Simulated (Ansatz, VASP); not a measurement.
**Ti: VASP beside Ansatz**

```xyz
1
Lattice="-1.6410 1.6410 1.6410 1.6410 -1.6410 1.6410 1.6410 1.6410 -1.6410" Properties=species:S:1:pos:R:3 pbc="T T T"
Ti    0.0000    0.0000    0.0000
```

Alike in both runs: functional LDA; k mesh 11 × 11 × 11; occupations fermi-dirac, width 0.05 eV; no spin polarisation.

|  | VASP | Ansatz |
| --- | --- | --- |
| version | VASP 6.6.1 | Ansatz 0.2.0 |
| potentials or method | VASP PAW LDA potentials, release 64 (Ti_sv), cutoff 520 eV | all-electron LAPW, scalar-relativistic |
| task | single point | band structure |

|  | VASP | Ansatz | Ansatz less VASP |
| --- | --- | --- | --- |
| gap on the k mesh at the Fermi level (eV) | none | none | - |
| pressure (GPa) | -11.0 | -10.9 | +0.04 |

A gap of «none» marks a metal or a gap that the smearing closes. Ansatz ran all-electron here, so the differences hold the error of VASP's frozen core and of both bases.
